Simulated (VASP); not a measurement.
# Cl (P6/mmm) in VASP: single point with PBE

Aim: the single point of Cl with PBE.

All numbers are computed with VASP 6.6.1; they aren't measurements. Logs are shortened: lines on timing, memory, paths and dates and some standing lists are left out, and cuts for length are marked.

## (1) The undisturbed crystal

The structure is hexagonal, space group P6/mmm (No. 191). The conventional cell has a = 7.339 Å, b = 7.339 Å, c = 2.272 Å, α = 90.00°, β = 90.00°, γ = 120.00°. Cl (site symmetry 6/mmm) is surrounded by 2 Cl at 2.27 Å. Cl (site symmetry -6m2) has 2 Cl at 2.27 Å as nearest neighbours.

## (2) Single point, PBE (volume scaled by 0.4)

The input, INCAR:

```
  ALGO = Fast
  EDIFF = 1E-7
  ENCUT = 520
  GGA = PE
  ISIF = 2
  ISMEAR = -1
  LASPH = T
  LCHARG = F
  LREAL = F
  LWAVE = F
  NBANDS = 18
  NELM = 100
  PREC = Accurate
  SIGMA = 0.05
```

The input, KPOINTS:

```
k-points
0
Gamma
  8 8 11
```

The input, POSCAR:

```
Cl
1.0
    4.7732515437      0.0000000000      0.0000000000
   -2.3866257719      4.1337570955      0.0000000000
    0.0000000000      0.0000000000      2.1488391769
Cl
3
Direct
    0.0000000000      0.0000000000      0.0000000000
    0.3333333333      0.6666666667      0.5000000000
    0.6666666667      0.3333333333      0.5000000000
```

Potentials or basis: VASP PAW PBE potentials, release 64 (Cl).

Run with:

```sh
$ cat potpaw_PBE.64/Cl/POTCAR > POTCAR
$ mpirun -np 1 vasp_std > vasp.out
```

OUTCAR:

```text
EDIFF = 1E-7
   ENCUT = 520
   GGA = PE
   ISIF = 2
   ISMEAR = -1
   LASPH = T
   LREAL = F
   NELM = 100
   PREC = Accurate

 ion  position               nearest neighbor table
   1  0.000  0.000  0.000-
   2  0.333  0.667  0.500-
   3  0.667  0.333  0.500-

  LATTYP: Found a hexagonal cell.
 ALAT       =     4.7732515437
 C/A-ratio  =     0.4501835190

  Lattice vectors:

 A1 = (   4.7732515437,   0.0000000000,   0.0000000000)
 A2 = (  -2.3866257719,   4.1337570955,   0.0000000000)
 A3 = (   0.0000000000,   0.0000000000,   2.1488391769)

Analysis of symmetry for initial positions (statically):
=====================================================================
 Subroutine PRICEL returns:
 Original cell was already a primitive cell.

 Routine SETGRP: Setting up the symmetry group for a
 hexagonal supercell.

 Subroutine GETGRP returns: Found 24 space group operations
 (whereof 24 operations were pure point group operations)
 out of a pool of 24 trial point group operations.

The static configuration has the point symmetry D_6h.

Analysis of symmetry for dynamics (positions and initial velocities):
=====================================================================
 Subroutine PRICEL returns:
 Original cell was already a primitive cell.

 Routine SETGRP: Setting up the symmetry group for a
 hexagonal supercell.

 Subroutine GETGRP returns: Found 24 space group operations
 (whereof 24 operations were pure point group operations)
 out of a pool of 24 trial point group operations.

The dynamic configuration has the point symmetry D_6h.

 Subroutine INISYM returns: Found 24 space group operations
 (whereof 24 operations are pure point group operations),
 and found     1 'primitive' translations

----------------------------------------------------------------------------------------

                                     Primitive cell

  volume of cell :      42.3997

  direct lattice vectors                    reciprocal lattice vectors
     4.773251544  0.000000000  0.000000000     0.209500796  0.120955341  0.000000000
    -2.386625772  4.133757096  0.000000000     0.000000000  0.241910682  0.000000000
     0.000000000  0.000000000  2.148839177     0.000000000  0.000000000  0.465367539

  length of vectors
     4.773251544  4.773251544  2.148839177     0.241910682  0.241910682  0.465367539

  position of ions in fractional coordinates (direct lattice)
     0.000000000  0.000000000  0.000000000
     0.333333333  0.666666667  0.500000000
     0.666666667  0.333333333  0.500000000

  ion indices of the primitive-cell ions
   primitive index   ion index
                 1           1
                 2           2
                 3           3

----------------------------------------------------------------------------------------

 KPOINTS: k-points

Automatic generation of k-mesh.
 Grid dimensions read from file:
 generate k-points for:    8    8   11

 Generating k-lattice:

  Cartesian coordinates                     Fractional coordinates (reciprocal lattice)
     0.026187600  0.015119418  0.000000000     0.125000000  0.000000000  0.000000000
     0.000000000  0.030238835  0.000000000     0.000000000  0.125000000  0.000000000
     0.000000000  0.000000000  0.042306140     0.000000000  0.000000000  0.090909091

  Length of vectors
     0.030238835  0.030238835  0.042306140

  Shift w.r.t. Gamma in fractional coordinates (k-lattice)
     0.000000000  0.000000000  0.000000000

 Subroutine IBZKPT returns following result:
 ===========================================

 Found     60 irreducible k-points:

 Following reciprocal coordinates:
            Coordinates               Weight
  0.000000  0.000000  0.000000      1.000000
  0.125000  0.000000  0.000000      6.000000
  0.250000  0.000000  0.000000      6.000000
  0.375000  0.000000  0.000000      6.000000
  0.500000  0.000000  0.000000      3.000000
  0.125000  0.125000  0.000000      6.000000
[... 16 lines left out ...]
  0.250000  0.000000  0.181818     12.000000
  0.375000  0.000000  0.181818     12.000000
 [... further k-points ...]
   k-points           NKPTS =     60   k-points in BZ     NKDIM =     60   number of bands    NBANDS=     18
   number of dos      NEDOS =    301   number of ions     NIONS =      3
   total plane-waves  NPLWV =  20736
   dimension x,y,z NGX =    36 NGY =   36 NGZ =   16
   dimension x,y,z NGXF=    72 NGYF=   72 NGZF=   32
   ions per type =               3
   NGX,Y,Z   is equivalent  to a cutoff of  12.54, 12.54, 12.38 a.u.
   NGXF,Y,Z  is equivalent  to a cutoff of  25.08, 25.08, 24.76 a.u.
 SYSTEM =  unknown system
   PREC   = accura    normal or accurate (medium, high low for compatibility)
   ISTART =      0    job   : 0-new  1-cont  2-samecut
   ICHARG =      2    charge: 1-file 2-atom 10-const
   ISPIN  =      1    spin polarized calculation?
   LNONCOLLINEAR =      F non collinear calculations
   LSORBIT =      F    spin-orbit coupling
   LASPH  =      T    aspherical Exc in radial PAW
   ENCUT  =  520.0 eV  38.22 Ry    6.18 a.u.   8.88  8.88  4.00*2*pi/ulx,y,z
   NELM   =    100;   NELMIN=  2; NELMDL= -5     # of ELM steps
   EDIFF  = 0.1E-06   stopping-criterion for ELM
   LREAL  =      F    real-space projection
   EDIFFG = 0.1E-05   stopping-criterion for IOM
   NSW    =      0    number of steps for IOM
   IBRION =     -1    ionic relax: 0-MD 1-quasi-New 2-CG
   NFREE  =      0    steps in history (QN), initial steepest desc. (CG)
   ISIF   =      2    stress and relaxation
   ISYM   =      2    0-nonsym 1-usesym 2-fastsym
   POTIM  = 0.5000    time-step for ionic-motion
   TEBEG  =    0.0;   TEEND  =   0.0 temperature during run
   PSTRESS=    0.0 pullay stress
   NELECT =      21.0000    total number of electrons
   NUPDOWN=      -1.0000    fix difference up-down
   EMIN   =  10.00;   EMAX   =-10.00  energy-range for DOS
   EFERMI =   0.00;   METHOD = LEGACY
   ISMEAR =    -1;   SIGMA  =   0.05  broadening in eV -4-tet -1-fermi 0-gaus
   EFERMI_NEDOS =   21; number of points for ismear=-14 and -15
   IALGO  =     68    algorithm
   IMIX   =      4    mixing-type and parameters
     AMIX     =   0.40;   BMIX     =  1.00
     AMIX_MAG =   1.60;   BMIX_MAG =  1.00
  volume/ion in A,a.u.               =      14.13        95.38
  Fermi-wavevector in a.u.,A,eV,Ry     =   1.295270  2.447705 22.826815  1.677724
  Thomas-Fermi vector in A             =   2.426800
   LORBIT       =      0    0 simple, 1 ext, 2 COOP (PROOUT), +10 PAW based schemes
   GGA     = PE    functional components
   LHFCALC =     F    Hartree Fock is set to
   AEXX    =    0.0000 exact exchange contribution
   IVDW    =     0    specifies the selected vdW correction
   LEPSILON=     F    determine dielectric tensor
   LRPA    =     F    only Hartree local field effects (RPA)
 non-spin polarized calculation
 RMM-DIIS sequential band-by-band and
  energy-cutoff  :      520.00
  volume of cell :       42.40
 maximum number of plane-waves:      1166
 NGX is ok and might be reduce to    36

 number of electron      20.9999997 magnetization

 Free energy of the ion-electron system (eV)
  ---------------------------------------------------
  ext. energy  EPLUGINS =         0.00000000
  ---------------------------------------------------
  free energy    TOTEN  =        -1.99900578 eV

  energy without entropy =       -1.98382871  energy(sigma->0) =       -1.99141725

 E-fermi :   7.6833     XC(G=0): -11.4970

 val. band max:        7.6671932882   @ k =   0.5000   0.0000   0.1818
 cond. band min:       7.6869130920   @ k =   0.1250   0.0000   0.2727
 fundamental gap:      0.0197198038
 Fermi energy:         7.6833018023

 k-point     1 :       0.0000    0.0000    0.0000
  band No.  band energies     occupation
      1     -12.2517      2.00000
      2      -9.7284      2.00000
      3      -9.5402      2.00000
      4       0.7910      2.00000
      5       0.7910      2.00000
      6       1.0416      2.00000
[... 10 lines left out ...]
     17      21.3864      0.00000
     18      21.4169      0.00000

 k-point     2 :       0.1250    0.0000    0.0000
  band No.  band energies     occupation
      1     -12.1669      2.00000
      2      -9.8103      2.00000
      3      -9.6170      2.00000
      4       0.2086      2.00000
      5       0.3939      2.00000
      6       1.7823      2.00000
[... 10 lines left out ...]
     17      20.2174      0.00000
     18      20.3297      0.00000

 k-point     3 :       0.2500    0.0000    0.0000
  band No.  band energies     occupation
      1     -11.9193      2.00000
      2     -10.0682      2.00000
      3      -9.7874      2.00000
      4      -0.2999      2.00000
      5       0.4661      2.00000
      6       2.7498      2.00000
[... 10 lines left out ...]
     17      19.8986      0.00000
     18      21.3520      0.00000

 k-point     4 :       0.3750    0.0000    0.0000
  band No.  band energies     occupation
      1     -11.5325      2.00000
      2     -10.5058      2.00000
      3      -9.9189      2.00000
      4      -0.6119      2.00000
      5       1.0811      2.00000
      6       3.4721      2.00000
[... 10 lines left out ...]
     17      19.3599      0.00000
     18      21.6885      0.00000

 k-point     5 :       0.5000    0.0000    0.0000
  band No.  band energies     occupation
      1     -11.1262      2.00000
      2     -10.9408      2.00000
      3      -9.9656      2.00000
      4      -0.7169      2.00000
      5       2.0303      2.00000
      6       2.2388      2.00000
[... 10 lines left out ...]
     17      18.8069      0.00000
     18      21.7063      0.00000

 k-point     6 :       0.1250    0.1250    0.0000
  band No.  band energies     occupation
      1     -12.0007      2.00000
      2      -9.9593      2.00000
      3      -9.7628      2.00000
      4       0.0586      2.00000
      5       0.1095      2.00000
      6       2.6701      2.00000
[... 10 lines left out ...]
     17      20.5177      0.00000
     18      20.9607      0.00000

 k-point     7 :       0.2500    0.1250    0.0000
  band No.  band energies     occupation
      1     -11.6831      2.00000
      2     -10.2634      2.00000
      3      -9.9630      2.00000
      4      -0.2561      2.00000
      5       0.4523      2.00000
      6       3.6049      2.00000
[... 10 lines left out ...]
     17      20.4927      0.00000
     18      21.8885      0.00000

 k-point     8 :       0.3750    0.1250    0.0000
  band No.  band energies     occupation
      1     -11.2533      2.00000
      2     -10.7201      2.00000
      3     -10.0701      2.00000
      4      -0.4411      2.00000
      5       1.2922      2.00000
      6       2.5053      2.00000
[... 10 lines left out ...]
     17      20.1338      0.00000
     18      21.6699      0.00000
[... 229 lines left out ...]
     17      22.4949      0.00000
     18      23.1363      0.00000

 k-point    20 :       0.3750    0.2500    0.0909
  band No.  band energies     occupation
      1     -10.7102      2.00000
      2     -10.5610      2.00000
      3     -10.1412      2.00000
      4       0.4573      2.00000
      5       1.4441      2.00000
      6       1.5925      2.00000
[... 10 lines left out ...]
     17      22.1476      0.00000
     18      23.1616      0.00000

 k-point    21 :       0.0000    0.0000    0.1818
  band No.  band energies     occupation
      1     -11.3023      2.00000
      2      -8.8044      2.00000
      3      -8.6297      2.00000
      4       1.6241      2.00000
      5       1.6241      2.00000
      6       1.9213      2.00000
[... 10 lines left out ...]
     17      21.1366      0.00000
     18      21.4129      0.00000

 k-point    22 :       0.1250    0.0000    0.1818
  band No.  band energies     occupation
      1     -11.2183      2.00000
      2      -8.8858      2.00000
      3      -8.7043      2.00000
      4       1.0767      2.00000
      5       1.2568      2.00000
      6       2.6197      2.00000
[... 10 lines left out ...]
     17      21.0059      0.00000
     18      22.0560      0.00000

 k-point    23 :       0.2500    0.0000    0.1818
  band No.  band energies     occupation
      1     -10.9732      2.00000
      2      -9.1422      2.00000
      3      -8.8690      2.00000
      4       0.5807      2.00000
      5       1.3258      2.00000
      6       3.5525      2.00000
[... 10 lines left out ...]
     17      21.6258      0.00000
     18      22.1641      0.00000

 k-point    24 :       0.3750    0.0000    0.1818
  band No.  band energies     occupation
      1     -10.5908      2.00000
      2      -9.5746      2.00000
      3      -8.9968      2.00000
      4       0.2751      2.00000
      5       1.9217      2.00000
      6       4.2360      2.00000
[... 10 lines left out ...]
     17      21.1166      0.00000
     18      22.4690      0.00000

 [... further k-points ...]

------------------------ aborting loop because EDIFF is reached ----------------------------------------

  FORCE on cell =-STRESS in cart. coord.  units (eV):
  Direction    XX          YY          ZZ          XY          YZ          ZX
  --------------------------------------------------------------------------------------
  -------------------------------------------------------------------------------------
  Total       11.6097288     11.6097288     11.5603484     -0.0000000     -0.0000000     -0.0000000
  in kB      438.7018527    438.7018527    436.8358952     -0.0000000     -0.0000000     -0.0000000
  external PRESSURE =     438.0798669 kB  Pullay stress =       0.0000000 kB

 VOLUME and BASIS-vectors are now :
 -----------------------------------------------------------------------------
  energy-cutoff  :      520.00
  volume of cell :       42.40
      direct lattice vectors                 reciprocal lattice vectors
     4.773251544  0.000000000  0.000000000     0.209500796  0.120955341  0.000000000
    -2.386625772  4.133757096  0.000000000     0.000000000  0.241910682  0.000000000
     0.000000000  0.000000000  2.148839177     0.000000000  0.000000000  0.465367539

 POSITION                                       TOTAL-FORCE (eV/Angst)
 -----------------------------------------------------------------------------------
      0.00000      0.00000      0.00000         0.000000      0.000000      0.000000
     -0.00000      2.75584      1.07442        -0.000000      0.000000      0.000000
      2.38663      1.37792      1.07442         0.000000     -0.000000      0.000000
 -----------------------------------------------------------------------------------
    total drift:                                0.000000     -0.000000     -0.000000

  FREE ENERGIE OF THE ION-ELECTRON SYSTEM (eV)
  ---------------------------------------------------
  free  energy   TOTEN  =        -1.9990057824 eV

  energy  without entropy=       -1.9838287097  energy(sigma->0) =       -1.99141725
```

It took 18 s on 1 thread of Intel Xeon 6975P-C (Granite Rapids), shared host; peak memory 0.15 GiB.

Results:

```yaml
Free_energy: -1.9990 eV
Pressure: 43.8 GPa
Band_gap_on_the_k_mesh: none (metal or under the smearing width)
```

Stress tensor (GPa, compression positive):
```
43.87  0.00  0.00
 0.00 43.87  0.00
 0.00  0.00 43.68
```

Caveat: so large a pressure means that the cell lies far from this level's equilibrium, or that cutoff or potentials fall short; an odd number of electrons without spin polarisation forces a metal; a magnetic or distorted state may lie lower.
